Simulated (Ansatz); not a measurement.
**Thickness series of a ZrC/ZnO/Hf junction**

Aim: the conductance of ZrC/ZnO/Hf junctions as the barrier thickens. The lower electrode is ZrC rock salt(111), the upper one Hf hcp(0001); the barrier is ZnO wurtzite(0001) (whole bilayers). In the first transport cell, after relaxation, the nearest pair of electrode and barrier is C–O at 1.41 Å, along the normal, at the lower face and Hf–Zn at 2.97 Å, at a slant, at the upper one. All share a net of side 3.31 Å, which strains the lower electrode by -0.6 %, the upper one by +3.4 % and the barrier by +0.6 %, against typed lattice constants near PBE's. The first steps treat the bulk electrodes alone.

Main program and level: Ansatz 0.2.0; PBE DFT, plane waves, PAW files, in the first sound run; inputs show where later runs differ.

## (1) The structure

The structure is trigonal, space group R-3m (No. 166). Conventional cell: a = 3.310 Å, b = 3.310 Å, c = 8.193 Å, α = 90.00°, β = 90.00°, γ = 120.00°. Nearest to Zr lie 6 C at 2.35 Å. Nearest to C lie 6 Zr at 2.35 Å. Farther neighbours are not listed.

## (2) The strained electrode, 6 atoms, electrode ZrC rock salt(111)

The electrode is held to the junction's net and relaxed along the normal; its spacing is used for the ideal lead layers.

File input.yaml:

```yaml
crystal:
  lattice:
    - [3.31, 0.0, 0.0]
    - [-1.655, 2.8665440865, 0.0]
    - [0.0, 0.0, 8.1930630822]
  atoms:
    - { symbol: Zr, position: [0.0, 0.0, 0.0] }
    - { symbol: C, position: [0.3333333333, 0.6666666667, 0.1666666667] }
    - { symbol: Zr, position: [0.6666666667, 0.3333333333, 0.3333333333] }
    - { symbol: C, position: [0.0, 0.0, 0.5] }
    - { symbol: Zr, position: [0.3333333333, 0.6666666667, 0.6666666667] }
    - { symbol: C, position: [0.6666666667, 0.3333333333, 0.8333333333] }
kpoints:
  mp_grid: { grid: [12, 12, 4] }
scf:
  occupations: { method: fermi_dirac, width: 0.1 }
  max_iter: 150
hamiltonian:
  xc: pbe
relax:
  f_tol: 0.01
  max_steps: 40
  cell: { fix: [a, b, angles] }
```

Run with:

```sh
ansatz run input.yaml --threads 4 --pin off --max-ram 10240MiB --backend cpu --events-out ev --progress --plain --runs-dir out
```

Numbers of over 12 decimals in the logs are rounded to 6 here.

The program printed:

```text
Engine: ansatz 0.2.0, aarch64-unknown-linux-gnu
Pseudopotentials: kind: paw
Pseudopotential: Zr, paw, valence charge 12, recommended cutoff 420 eV (normal), Zr.paw.azcp
Pseudopotential: C, paw, valence charge 4, recommended cutoff 420 eV (normal), C.paw.azcp
Functional definition: PBE
  parameter kappa = 0.804
  parameter beta = 0.066725
  exchange = pbe_x(kappa = kappa, mu = beta*pi^2/3)
  correlation = pbe_c(beta = beta)
Crystal: 6 atoms, lattice volume = 77.738 Å³
Basis set: ecut = 420 eV, 1539 PW (Γ), exchange–correlation on 48×48×120 points (8 copies of the dense FFT grid, shifted against one another)
Bands: 30, of which v1, the nominal top of the filled ones, is band 24 counted from 1 (23 counted from 0)
Symmetry: 36 space group operations
Space group: R-3m (ITA 166), of the structure as read, at distance tolerance 4.3e-5 Å
k-points: 69 of 576
Non-local potential: Zr, projectors of the file, l = 0: 3, l = 1: 2, l = 2: 2, l = 3: 2
Non-local potential: C, projectors of the file, l = 0: 2, l = 1: 2, l = 2: 1
PAW form: soft (Blöchl's): semilocal exchange-correlation on the pseudo side does not see the compensation charge
PAW one-centre angular grid: Zr, 590 points (default); XC on 64 Gauss nodes
PAW one-centre angular grid: C, 110 points (default); XC on 64 Gauss nodes
Initial density: superposition of atomic densities (neutral atoms: chi_scale 0, normalization atom), corrected by the library's trained network
Initial wavefunctions: pseudopotential atomic-orbital guess
Functional: x = pbe(κ = 0.804, μ = 0.219515), c = pbe(β = 0.066725)
SCF iter   1: F=—  HF=-13309.495014 eV  |F-HF|=—  |Δ(HF+E_count)|=         —  Δρ=1.26e-3  dr2=1.08e-3  ethr=1.77e-3  ⟨swp⟩=4.2  Hψ=8036  notcnv=0
preconditioner: auto → Kerker (q_TF=auto, 2.518 Å⁻¹)  [metal: Δε(μ)=0.047 eV  Ē_g=16.632 eV  σ=0.100 eV  W_gap=0.12  n_scr=24 (ndim 8)  ℏωp=27.3 eV  f_vac=0.000  D(μ)=0.89/eV (n_scr^D=2)]
SCF iter   2: F=—  HF=-13309.493276 eV  |F-HF|=—  |Δ(HF+E_count)|=   1.74e-3  Δρ=5.34e-4  dr2=7.36e-5  ethr=2.25e-6  ⟨swp⟩=2.0  Hψ=4249  notcnv=0
SCF iter   3: F=—  HF=-13309.493350 eV  |F-HF|=—  |Δ(HF+E_count)|=   7.36e-5  Δρ=2.28e-4  dr2=1.21e-5  ethr=1.53e-7  ⟨swp⟩=2.0  Hψ=2611  notcnv=0
SCF iter   4: F=—  HF=-13309.493363 eV  |F-HF|=—  |Δ(HF+E_count)|=   1.34e-5  Δρ=2.72e-5  dr2=4.63e-7  ethr=2.53e-8  ⟨swp⟩=2.9  Hψ=3563  notcnv=0
iter 5 did not close the SCF: its close was put off for the readings that it lacked (scf_convergence_deferred on its scf_iter line)
SCF iter   5: F=-13309.493363 eV  HF=-13309.493363 eV  |F-HF|=9.62e-9  |Δ(HF+E_count)|=   5.02e-9  Δρ=8.98e-6  dr2=4.26e-8  ethr=9.65e-10  ⟨swp⟩=2.0  Hψ=2875  notcnv=0
SCF iter   6: F=-13309.493363 eV  HF=-13309.493363 eV  |F-HF|=2.33e-10  |Δ(HF+E_count)|=   1.63e-8  Δρ=1.64e-6  dr2=9.10e-10  ethr=8.87e-11  ⟨swp⟩=2.0  Hψ=6663  notcnv=0
SCF 1 converged in 6 iterations: F = -13309.493363 eV  dr2 = 9.10e-10
  greatest PAW one-centre occupation: 0.996 electrons in one spin orbital (limit 2), on the Zr atom at site 4 (counted from 0), in its partial waves of l = 0
relax step   1: F+E_penalty+E_count = -13309.49336307 eV  Δ(F+E_penalty+E_count) = +0.000e0 eV  max|allowed force component| = 1.267e-25 eV/Å  Δτ_max = 0.0000 Å  P = +1.661 GPa  Ω = 77.738 Å³  fix = [a, b, alpha, beta, gamma]  reactions: a +2.746, b +2.746 GPa  (6 SCF iters, dr2 threshold 1.00e-7 eV, accepted)
Crystal: 6 atoms, lattice volume = 77.499 Å³
Basis set: ecut = 420 eV, 1515 PW (Γ), exchange–correlation on 48×48×120 points (8 copies of the dense FFT grid, shifted against one another)
Initial density: handed on by an earlier stage of this run
Initial wavefunctions: those handed on with the density
iter 1 solved again at ethr=6.34e-7 eV; its pass at ethr=3.10e-3 eV (dr2=3.04e-4 eV) is discarded
SCF iter   1: F=—  HF=-13309.493461 eV  |F-HF|=—  |Δ(HF+E_count)|=         —  Δρ=5.21e-4  dr2=2.54e-4  ethr=6.34e-7  ⟨swp⟩=2.0  Hψ=10287  notcnv=0
preconditioner: auto → Kerker (q_TF=auto, 2.519 Å⁻¹)  [metal: Δε(μ)=0.051 eV  Ē_g=16.640 eV  σ=0.100 eV  W_gap=0.13  n_scr=24 (ndim 8)  ℏωp=27.3 eV  f_vac=0.000  D(μ)=0.90/eV (n_scr^D=2)]
SCF iter   2: F=—  HF=-13309.493407 eV  |F-HF|=—  |Δ(HF+E_count)|=   5.34e-5  Δρ=1.49e-4  dr2=1.34e-5  ethr=5.30e-7  ⟨swp⟩=2.0  Hψ=2891  notcnv=0
SCF iter   3: F=—  HF=-13309.493405 eV  |F-HF|=—  |Δ(HF+E_count)|=   1.93e-6  Δρ=6.57e-5  dr2=2.34e-6  ethr=2.80e-8  ⟨swp⟩=2.3  Hψ=2703  notcnv=0
SCF iter   4: F=-13309.493405 eV  HF=-13309.493405 eV  |F-HF|=3.10e-9  |Δ(HF+E_count)|=   2.21e-7  Δρ=8.41e-6  dr2=4.99e-8  ethr=1.25e-9  ⟨swp⟩=4.0  Hψ=7287  notcnv=0
SCF 2 converged in 4 iterations: F = -13309.493405 eV  dr2 = 4.99e-8
relax step   2: F+E_penalty+E_count = -13309.49340501 eV  Δ(F+E_penalty+E_count) = -4.194e-5 eV  max|allowed force component| = 2.585e-26 eV/Å  Δτ_max = 0.0000 Å  P = +2.376 GPa  Ω = 77.499 Å³  energy of the carried Pulay correction = +2.984e-4 eV  fix = [a, b, alpha, beta, gamma]  (4 SCF iters, dr2 threshold 6.00e-7 eV, rejected (line search))
Crystal: 6 atoms, lattice volume = 77.649 Å³
iter 1 solved again at ethr=2.42e-7 eV; its pass at ethr=3.10e-3 eV (dr2=1.16e-4 eV) is discarded
SCF iter   1: F=—  HF=-13309.493638 eV  |F-HF|=—  |Δ(HF+E_count)|=         —  Δρ=3.24e-4  dr2=9.79e-5  ethr=2.42e-7  ⟨swp⟩=2.0  Hψ=10245  notcnv=0
preconditioner: auto → Kerker (q_TF=auto, 2.518 Å⁻¹)  [metal: Δε(μ)=0.053 eV  Ē_g=16.634 eV  σ=0.100 eV  W_gap=0.13  n_scr=24 (ndim 8)  ℏωp=27.3 eV  f_vac=0.000  D(μ)=0.90/eV (n_scr^D=2)]
SCF iter   2: F=—  HF=-13309.493617 eV  |F-HF|=—  |Δ(HF+E_count)|=   2.14e-5  Δρ=9.16e-5  dr2=4.95e-6  ethr=2.04e-7  ⟨swp⟩=2.0  Hψ=2891  notcnv=0
SCF iter   3: F=—  HF=-13309.493616 eV  |F-HF|=—  |Δ(HF+E_count)|=   1.21e-6  Δρ=4.00e-5  dr2=8.39e-7  ethr=1.03e-8  ⟨swp⟩=2.2  Hψ=2686  notcnv=0
SCF iter   4: F=—  HF=-13309.493616 eV  |F-HF|=—  |Δ(HF+E_count)|=   3.75e-7  Δρ=4.93e-6  dr2=1.72e-8  ethr=1.75e-9  ⟨swp⟩=2.9  Hψ=3806  notcnv=0
SCF iter   5: F=—  HF=-13309.493616 eV  |F-HF|=—  |Δ(HF+E_count)|=   1.74e-9  Δρ=9.62e-7  dr2=5.00e-10  ethr=3.58e-11  ⟨swp⟩=2.0  Hψ=2895  notcnv=0
SCF iter   6: F=-13309.493616 eV  HF=-13309.493616 eV  |F-HF|=7.28e-12  |Δ(HF+E_count)|=  7.09e-11  Δρ=1.52e-7  dr2=1.22e-11  ethr=1.00e-12  ⟨swp⟩=4.1  Hψ=7347  notcnv=0
SCF 3 converged in 6 iterations: F = -13309.493616 eV  dr2 = 1.22e-11
relax step   3: F+E_penalty+E_count = -13309.49361594 eV  Δ(F+E_penalty+E_count) = -2.529e-4 eV  max|allowed force component| = 1.285e-28 eV/Å  Δτ_max = 0.0000 Å  P = +1.927 GPa  Ω = 77.649 Å³  energy of the carried Pulay correction = +1.112e-4 eV  fix = [a, b, alpha, beta, gamma]  reactions: a +2.891, b +2.891 GPa  (6 SCF iters, accepted)
Initial wavefunctions: pseudopotential atomic-orbital guess (no wavefunctions were taken with the density)
iter 1 solved again at ethr=5.28e-8 eV; its pass at ethr=3.10e-3 eV (dr2=2.53e-5 eV) is discarded
SCF iter   1: F=—  HF=-13309.493504 eV  |F-HF|=—  |Δ(HF+E_count)|=         —  Δρ=4.70e-6  dr2=2.56e-9  ethr=5.28e-8  ⟨swp⟩=3.3  Hψ=13453  notcnv=0
eigensolver tolerance schedule: the retry pair's looser diagonalisation over-reported the residual by 9912.22 of it (diagonalisation noise at 0.20 of the residual, at the tolerance the schedule requests for it); recorded, not acted on — ethr = c·dr2/N_el stays at c = 1.0e-1
preconditioner: auto → Kerker (q_TF=auto, 2.518 Å⁻¹)  [metal: Δε(μ)=0.052 eV  Ē_g=16.635 eV  σ=0.100 eV  W_gap=0.13  n_scr=24 (ndim 8)  ℏωp=27.3 eV  f_vac=0.000  D(μ)=0.90/eV (n_scr^D=2)]
SCF iter   2: F=—  HF=-13309.493504 eV  |F-HF|=—  |Δ(HF+E_count)|=   8.84e-7  Δρ=2.53e-6  dr2=5.90e-10  ethr=5.32e-12  ⟨swp⟩=3.1  Hψ=4247  notcnv=0
SCF iter   3: F=-13309.493504 eV  HF=-13309.493504 eV  |F-HF|=3.27e-11  |Δ(HF+E_count)|=   2.39e-9  Δρ=3.20e-7  dr2=1.05e-11  ethr=1.00e-12  ⟨swp⟩=3.0  Hψ=8525  notcnv=0
SCF 4 converged in 3 iterations: F = -13309.493504 eV  dr2 = 1.05e-11
relax step   4: F+E_penalty+E_count = -13309.49350358 eV  Δ(F+E_penalty+E_count) = +1.124e-4 eV  max|allowed force component| = 4.420e-28 eV/Å  Δτ_max = 0.0000 Å  P = +1.925 GPa  Ω = 77.649 Å³  fix = [a, b, alpha, beta, gamma]  reactions: a +2.890, b +2.890 GPa  stress off target by 5.14e-3 GPa on what of the cell is left free  SCF on the basis re-selected at this cell (its energy is not comparable with the rows above)  (3 SCF iters)
basis re-selected at this cell: Δ(F+E_penalty+E_count) = +1.124e-4 eV, ΔP = -0.002 GPa vs the last step (what re-selecting the basis moved, of the pressure what is left beyond the Pulay correction that the steps carried, after the strain that the cell walked since its last selection, with what the two solves' SCF thresholds leave and, on support functions, any second-order correction that the steps lacked; it is no m [...]
SCF converged after 3 iterations
Free energy (F): -13309.493504 eV
Harris-Foulkes:  -13309.493504 eV  (|F-HF|=3.27e-11)
Internal energy: -13309.462892 eV  (E = F + TS)
E sigma→0 (E₀):  -13309.478198 eV
Entropy (-TS):   -0.030612 eV (-5.102 meV/atom)
Fermi energy:    14.931604 eV
--- Per-component energies (eV) ---
  E_band       = -143.602540
  E_kinetic    = 1268.387930
  E_local      = -1779.481892  (includes V_loc(G=0)·N_el)
  E_nonlocal   = 313.283900
  E_hartree    = 534.605539
  E_xc         = -634.556250
  E_vxc        = -758.673955  (∫ρ·V_xc dr)
  E_paw        = -9156.070534  (= ΣΔE_a)
  E_vpaw       = -256.329717  (= ΣTr[D̂ρ^β])
  E_aug_tail   = 0.000102  (compensation charges beyond the density's cutoff)
  E_ewald      = -3855.631687
  E_smearing   = -0.030612  (= −TS)
  E_closure    = 0.000000  (closes the sum)
  Σ components = -13309.493504   (vs F -13309.493504, Δ=0.00e0)
--- Forces (eV/Å), atoms counted from 1 ---
  atom   1  Zr     0.00000000     0.00000000     0.00000000
  atom   2  C     -0.00000000     0.00000000     0.00000000
  atom   3  Zr    -0.00000000     0.00000000     0.00000000
  atom   4  C     -0.00000000     0.00000000     0.00000000
  atom   5  Zr     0.00000000     0.00000000     0.00000000
  atom   6  C     -0.00000000     0.00000000     0.00000000
  max |Σ_I F_I| component: 6.05e-28 eV/Å
--- Stress (GPa, compression-positive) ---
        2.889760       0.000000      -0.000000
        0.000000       2.889760      -0.000000
       -0.000000      -0.000000      -0.005141
  P = ⅓ Tr σ = 1.9248 GPa (19.248 kbar)
--- Relaxed structure (3 steps of the walk, 2 accepted, 1 SCFs on fresh bases) ---
  F+E_penalty+E_count = -13309.49350358 eV   max|allowed force component| = 4.420e-28 eV/Å   (the final SCF, on the basis selected at the relaxed cell)
  cell:  # Å, volume = 77.6488 Å³
    - [3.310000, 0, 0]
    - [-1.655000, 2.866544, 0]
    - [0, 0, 8.183675]
  atoms:
    - { symbol: Zr, position: [0, 0, 0] }
    - { symbol: C, position: [0.333333, 0.666667, 0.166667] }
    - { symbol: Zr, position: [0.666667, 0.333333, 0.333333] }
    - { symbol: C, position: [0, 0, 0.5] }
    - { symbol: Zr, position: [0.333333, 0.666667, 0.666667] }
    - { symbol: C, position: [0.666667, 0.333333, 0.833333] }
```

The job ended after 7.7 s (4 threads of Arm Neoverse V1, shared host; peak memory 0.48 GiB; 29 s of CPU time).

Step by step:

| step | energy less that of the first step (eV) | largest force component (eV/Å) | pressure (GPa) | volume (Å³) |
| --- | --- | --- | --- | --- |
| 1 | 0.0000 | 0.0000 | 1.66 | 77.74 |
| 2 | 0.0000 | 0.0000 | 2.38 | 77.50 |
| 3 | -0.0003 | 0.0000 | 1.93 | 77.65 |
| 4* | -0.0001 | 0.0000 | 1.92 | 77.65 |

Relaxation steps marked * repeat the geometry before them on a plane-wave basis chosen anew for their cell, so energy and pressure can jump there. Relaxation step 2 was tried and not accepted.

The run keeps the 36 symmetry operations that it works with, so distortions that break them were not tested.

| conventional cell, symmetrised | before | after | change |
| --- | --- | --- | --- |
| a (Å) | 3.310 | 3.310 | -0.0 % |
| b (Å) | 3.310 | 3.310 | -0.0 % |
| c (Å) | 8.193 | 8.184 | -0.1 % |
| volume (Å³/atom) | 12.96 | 12.94 | -0.1 % |

Final coordinates:

```xyz
6
Lattice="3.3100 0.0000 0.0000 -1.6550 2.8665 0.0000 0.0000 0.0000 8.1837" Properties=species:S:1:pos:R:3 pbc="T T T"
Zr    0.0000    0.0000    0.0000
C     0.0000    1.9110    1.3639
Zr    1.6550    0.9555    2.7279
C     0.0000    0.0000    4.0918
Zr    0.0000    1.9110    5.4558
C     1.6550    0.9555    6.8197
```

This step gave:

| Quantity | Value |
| --- | --- |
| free energy | -13309.4935 eV |
| Fermi energy | 14.93 eV |
| pressure | 1.925 GPa |

The cell shrank by 0.1 % in volume.

## (3) Layer spacing of the electrode, 2 atoms, electrode Hf hcp(0001)

System of this step: Hf. Symmetry: P6_3/mmc, No. 194, hexagonal system. The conventional cell has a = 3.310 Å, b = 3.310 Å, c = 4.928 Å, α = 90.00°, β = 90.00°, γ = 120.00°. Nearest to Hf lie 12 Hf at 3.12 to 3.31 Å.

The electrode is held to the junction's net and relaxed along the normal; its spacing is used for the ideal lead layers.

input.yaml, the sections that differ from step 2:

```yaml
crystal:
  lattice:
    - [3.31, 0.0, 0.0]
    - [-1.655, 2.8665440865, 0.0]
    - [0.0, 0.0, 4.928484375]
  atoms:
    - { symbol: Hf, position: [0.0, 0.0, 0.0] }
    - { symbol: Hf, position: [0.3333333333, 0.6666666667, 0.5] }
kpoints:
  mp_grid: { grid: [12, 12, 6] }
# scf, hamiltonian, relax: as in step 2
```

The program printed:

```text
[...]
Crystal: 2 atoms, lattice volume = 46.763 Å³
Basis set: ecut = 420 eV, 929 PW (Γ), exchange–correlation on 48×48×72 points (8 copies of the dense FFT grid, shifted against one another)
Bands: 32, of which v1, the nominal top of the filled ones, is band 26 counted from 1 (25 counted from 0)
Symmetry: 24 space group operations
[...]
k-points: 76 of 864
[...]
SCF iter   1: F=—  HF=-31442.690831 eV  |F-HF|=—  |Δ(HF+E_count)|=         —  Δρ=3.07e-3  dr2=2.53e-3  ethr=1.77e-3  ⟨swp⟩=4.2  Hψ=7884  notcnv=0
[...]
SCF iter   6: F=-31442.691326 eV  HF=-31442.691326 eV  |F-HF|=8.77e-9  |Δ(HF+E_count)|=   2.71e-7  Δρ=1.42e-5  dr2=6.43e-8  ethr=1.92e-10  ⟨swp⟩=3.9  Hψ=11796  notcnv=0
SCF 1 converged in 6 iterations: F = -31442.691326 eV  dr2 = 6.43e-8
[...]
relax step   1: F+E_penalty+E_count = -31442.69132596 eV  Δ(F+E_penalty+E_count) = +0.000e0 eV  max|allowed force component| = 2.035e-16 eV/Å  Δτ_max = 0.0000 Å  P = -3.310 GPa  Ω = 46.763 Å³  fix = [a, b, alpha, beta, gamma]  reactions: a -5.570, b -5.570 GPa  (6 SCF iters, dr2 threshold 1.00e-7 eV, accepted)
Crystal: 2 atoms, lattice volume = 47.294 Å³
[...]
SCF iter   5: F=-31442.691719 eV  HF=-31442.691719 eV  |F-HF|=3.10e-8  |Δ(HF+E_count)|=   2.85e-7  Δρ=7.24e-6  dr2=2.64e-8  ethr=3.85e-10  ⟨swp⟩=4.7  Hψ=9191  notcnv=0
SCF 2 converged in 5 iterations: F = -31442.691719 eV  dr2 = 2.64e-8
relax step   2: F+E_penalty+E_count = -31442.69171894 eV  Δ(F+E_penalty+E_count) = -3.930e-4 eV  max|allowed force component| = 1.018e-16 eV/Å  Δτ_max = 0.0000 Å  P = -4.443 GPa  Ω = 47.294 Å³  energy of the carried Pulay correction = -1.331e-4 eV  fix = [a, b, alpha, beta, gamma]  reactions: a -6.229, b -6.229 GPa  (5 SCF iters, dr2 threshold 2.00e-7 eV, accepted)
Crystal: 2 atoms, lattice volume = 47.072 Å³
[...]
SCF iter   4: F=-31442.692392 eV  HF=-31442.692392 eV  |F-HF|=8.45e-8  |Δ(HF+E_count)|=   1.00e-7  Δρ=1.66e-5  dr2=1.07e-7  ethr=3.85e-10  ⟨swp⟩=4.9  Hψ=9652  notcnv=0
SCF 3 converged in 4 iterations: F = -31442.692392 eV  dr2 = 1.07e-7
relax step   3: F+E_penalty+E_count = -31442.69239238 eV  Δ(F+E_penalty+E_count) = -6.734e-4 eV  max|allowed force component| = 2.868e-16 eV/Å  Δτ_max = 0.0000 Å  P = -3.978 GPa  Ω = 47.072 Å³  energy of the carried Pulay correction = -7.751e-5 eV  fix = [a, b, alpha, beta, gamma]  reactions: a -5.959, b -5.959 GPa  (4 SCF iters, dr2 threshold 2.00e-7 eV, accepted)
[...]
SCF iter   6: F=-31442.692468 eV  HF=-31442.692468 eV  |F-HF|=1.82e-11  |Δ(HF+E_count)|=  1.82e-11  Δρ=1.11e-7  dr2=6.70e-12  ethr=1.00e-12  ⟨swp⟩=6.2  Hψ=12020  notcnv=0
SCF 4 converged in 6 iterations: F = -31442.692468 eV  dr2 = 6.70e-12
relax step   4: F+E_penalty+E_count = -31442.69246801 eV  Δ(F+E_penalty+E_count) = -7.563e-5 eV  max|allowed force component| = 2.868e-16 eV/Å  Δτ_max = 0.0000 Å  P = -3.977 GPa  Ω = 47.072 Å³  fix = [a, b, alpha, beta, gamma]  reactions: a -5.959, b -5.959 GPa  stress off target by 1.39e-2 GPa on what of the cell is left free  SCF on the basis re-selected at this cell (its energy is not comparable with the rows above)  (6 SCF iters)
basis re-selected at this cell: Δ(F+E_penalty+E_count) = -7.563e-5 eV, ΔP = +0.000 GPa vs the last step (what re-selecting the basis moved, of the pressure what is left beyond the Pulay correction that the steps carried, after the strain that the cell walked since its last selection, with what the two solves' SCF thresholds leave and, on support functions, any second-order correction that the steps lacked; it is no m [...]
SCF converged after 6 iterations
Free energy (F): -31442.692468 eV
[...]
Internal energy: -31442.636939 eV  (E = F + TS)
E sigma→0 (E₀):  -31442.664703 eV
Entropy (-TS):   -0.055529 eV (-27.765 meV/atom)
Fermi energy:    18.823701 eV
[...]
--- Stress (GPa, compression-positive) ---
       -5.959261      -0.000000       0.000000
       -0.000000      -5.959261       0.000000
        0.000000       0.000000      -0.013899
  P = ⅓ Tr σ = -3.9775 GPa (-39.775 kbar)
--- Relaxed structure (3 steps of the walk, 3 accepted, 1 SCFs on fresh bases) ---
[...]
cell:  # Å, volume = 47.0716 Å³
    - [3.310000, 0, 0.0]
    - [-1.655000, 2.866544, 0.0]
    - [0.0, 0.0, 4.961032]
  atoms:
    - { symbol: Hf, position: [9.251858539620023e-18, -5.08852219630634e-17, 0.0] }
    - { symbol: Hf, position: [0.333333, 0.666667, 0.5] }
```

It took 5.2 s on 4 threads; peak memory 0.41 GiB; 19 s of CPU time.

Relaxation path:

| step | energy less that of the first step (eV) | largest force component (eV/Å) | pressure (GPa) | volume (Å³) |
| --- | --- | --- | --- | --- |
| 1 | 0.0000 | 0.0000 | -3.31 | 46.76 |
| 2 | -0.0004 | 0.0000 | -4.44 | 47.29 |
| 3 | -0.0011 | 0.0000 | -3.98 | 47.07 |
| 4* | -0.0011 | 0.0000 | -3.98 | 47.07 |

Relaxation steps marked * repeat the geometry before them on a plane-wave basis chosen anew for their cell, so energy and pressure can jump there.

Forces are held to the 24 operations that the run works with; a distortion that breaks them can't arise in this run.

| conventional cell, symmetrised | before | after | change |
| --- | --- | --- | --- |
| a (Å) | 3.310 | 3.310 | -0.0 % |
| b (Å) | 3.310 | 3.310 | -0.0 % |
| c (Å) | 4.928 | 4.961 | +0.7 % |
| volume (Å³/atom) | 23.38 | 23.54 | +0.7 % |

Final coordinates:

```cif
data_structure
_symmetry_space_group_name_H-M 'P 1'
_symmetry_Int_Tables_number 1
_cell_length_a 3.3100
_cell_length_b 3.3100
_cell_length_c 4.9610
_cell_angle_alpha 90.000
_cell_angle_beta 90.000
_cell_angle_gamma 120.000
_cell_volume 47.07
loop_
_atom_site_label
_atom_site_type_symbol
_atom_site_fract_x
_atom_site_fract_y
_atom_site_fract_z
_atom_site_occupancy
Hf1 Hf 0.00000 0.00000 0.00000 1
Hf2 Hf 0.33333 0.66667 0.50000 1
```

Numbers from this step:

| Item | Value |
| --- | --- |
| free energy | -31442.6925 eV |
| Fermi energy | 18.82 eV |
| pressure | -3.977 GPa |

(Part 1 of 5 ends here.)

[Logs are printed without paths, hosts, clocks, repeated set-up lines and the standing remarks that a program may print on its own settings, such as how far it seeks lower states.]

[Hosts, paths, dates, database ids (printed as entryN), source tags and the programs' standing remarks are cut or masked in the printed files.]
